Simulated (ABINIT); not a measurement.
Crystal: GaN.

```xyz
2
Lattice="0.0000 2.2535 2.2535 2.2535 0.0000 2.2535 2.2535 2.2535 0.0000" Properties=species:S:1:pos:R:3 pbc="T T T"
Ga    0.0000    0.0000    0.0000
N     1.1268    1.1268    1.1268
```

The cell is a database's computed one.

Base run:

* Program: ABINIT 10.8.3 (patched build)
* Functional: PBEsol
* Potentials or basis: JTH PAW PBE v2.0
* Cutoff: 707 eV
* k mesh: 10 × 10 × 10
* Occupations: fermi-dirac, width 0.05 eV
* Spin: spin-orbit coupling, no magnetisation

Its results: band gap on the k mesh 1.66 eV, direct; pressure -0.5 GPa.

The run is repeated on the same cell with these changes: functional from PBEsol to LDA-VWN; potentials or basis from JTH PAW PBE v2.0 to JTH PAW LDA v2.0. What comes out?

Band gap on the k mesh 1.73 eV, direct; pressure -6.6 GPa.

Caveats: the PAW data sets were made with another functional, which shifts forces and pressure a little (some runs).
